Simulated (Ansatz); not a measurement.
FeO (Wuestite):

```xyz
2
Lattice="0.0000 2.1554 2.1554 2.1554 0.0000 2.1554 2.1554 2.1554 0.0000" Properties=species:S:1:pos:R:3 pbc="T T T"
Fe    0.0000    0.0000    0.0000
O     2.1554    2.1554    2.1554
```

```yaml
Program: Ansatz 0.2.0
Task: relaxation of cell and atoms
Functional: LDA
Potentials_or_basis: Ansatz PAW
Cutoff: "420 eV (not typed: the program's choice for these potentials)"
k_mesh: 11 × 11 × 11
Occupations: fermi-dirac, width 0.05 eV
Spin: collinear spin, ferromagnetic start
Starting_moments: "[3.0, 0.0] μB"
```

At the start: volume 10.01 Å³/atom.

**Question.** How do energy, volume and symmetry change on relaxing?

**Answer.** It ends after 7 steps and the volume is 9.15 Å³/atom (-8.6 %); space group Fm-3m (No. 225, to 0.05 Å); moment 3.87 μB per cell.

The path:
| step | energy change (eV) | largest force (eV/Å) | volume (Å³) |
| --- | --- | --- | --- |
| 1 | 0.0000 | 0.0000 | 20.03 |
| 2 | -0.0761 | 0.0000 | 19.00 |
| 3 | -0.0920 | 0.0000 | 18.39 |
| 4 | -0.0922 | 0.0000 | 18.36 |
| 5 | -0.0862 | 0.0000 | 18.36 |
| 6 | -0.0867 | 0.0000 | 18.30 |
| 7 | -0.0863 | 0.0000 | 18.30 |

Final structure:
```
CELL_PARAMETERS angstrom
0.00000 2.09155 2.09155
2.09155 0.00000 2.09155
2.09155 2.09155 0.00000
ATOMIC_POSITIONS crystal
Fe 0.00000 0.00000 0.00000
O 0.50000 0.50000 0.50000
```

Caveat: the plane-wave basis is chosen anew once the cell has moved, so the energies of steps on either side of that aren't comparable; the pressure holds a Pulay correction of +0.9 GPa for the finite cutoff; a cell with one magnetic atom can't hold antiferromagnetic order, which such compounds often take; the PAW data sets come from PBE, with cores solved anew for the run's functional, which leaves a small shift of forces and pressure.
